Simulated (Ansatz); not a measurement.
The elements of this relaxed trial crystal are hidden behind letters.

```
lattice vectors (Å)
   4.1309    0.0000    0.0000
   0.0000    4.1309    0.0000
   0.0000    0.0000    4.1309
fractional positions
X 0.0000 0.0000 0.5000
X 0.0000 0.5000 0.0000
X 0.5000 0.0000 0.0000
Z 0.2395 0.2395 0.2395
Z 0.2395 0.7605 0.7605
Z 0.7605 0.2395 0.7605
Z 0.7605 0.7605 0.2395
```

These are results of Ansatz 0.2.0, DFT PBE, scalar-relativistic, plane waves, PAW, not measurements. The final run on the 7-atom cell used 420 eV, a Γ-centred 6×6×6 mesh, 0.02 eV smearing and no spin polarisation.

| Quantity | Value |
| --- | --- |
| Space group | P-43m (No. 215) |
| Conventional cell | a = 4.131 Å |
| Volume per atom | 10.07 Å³ |
| Density | 3.30 g/cm³ |
| Formation energy | −0.817 eV/atom |
| Gap on the 6×6×6 mesh of the 7-atom cell | 2.73 eV |

Energies are uncorrected and count from the elements' standard states at the same level.

Task: X is a p-block element of period 3 and Z is a p-block element of period 2. Which elements are they?

Result: X = Si, Z = N, so the formula is Si3N4. Density times volume gives a mean mass of 3.30 × 10.07/1.6605 = 20.0 u per atom, and this set has 20.0 u. Among the elements that the hints allow, noble gases aside, only these give it. Around Si lie 4 N at 1.77 Å; around N lie 3 Si at 1.77 Å.

Kohn–Sham gaps at this level usually fall short of measured ones. Symmetry constrained the relaxation, so the result can be a saddle point.
